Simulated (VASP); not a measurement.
A run of VASP 6.6.1 is set up as follows.

The input INCAR:

```
SYSTEM = Pd
ALGO = Fast
EDIFF = 1E-6
ENCUT = 520
GGA = PE
ISIF = 2
ISMEAR = 0
LASPH = .TRUE.
LCHARG = .FALSE.
LREAL = .FALSE.
LWAVE = .FALSE.
NBANDS = 11
NELM = 100
PREC = Accurate
SIGMA = 0.15
```

File KPOINTS:

```
k-points
0
G
  24 24 24
  0 0 0
```

Contents of POSCAR:

```
Pd
1.0
   -0.4214873702      1.7586197170      1.7586197170
    1.7586197170     -0.4214873702      1.7586197170
    1.7586197170      1.7586197170     -0.4214873702
Pd
1
Direct
    0.0000000000      0.0000000000      0.0000000000
```

Potentials or basis: VASP PAW PBE potentials, release 64 (Pd).

Run with:

```console
$ cat potpaw_PBE.64/Pd/POTCAR > POTCAR
$ mpirun -np 1 vasp_std > vasp.out
```

**Question.** Predict the pressure.

**Answer.** 24.7 GPa.

**Question.** Estimate the band gap on the k mesh.

**Answer.** None (metal or under the smearing width).

Stress tensor (GPa, compression positive):
```
24.66 10.50 10.50
10.50 24.66 10.50
10.50 10.50 24.66
```

Caveat: so large a pressure means that the cell lies far from this level's equilibrium, or that cutoff or potentials fall short.
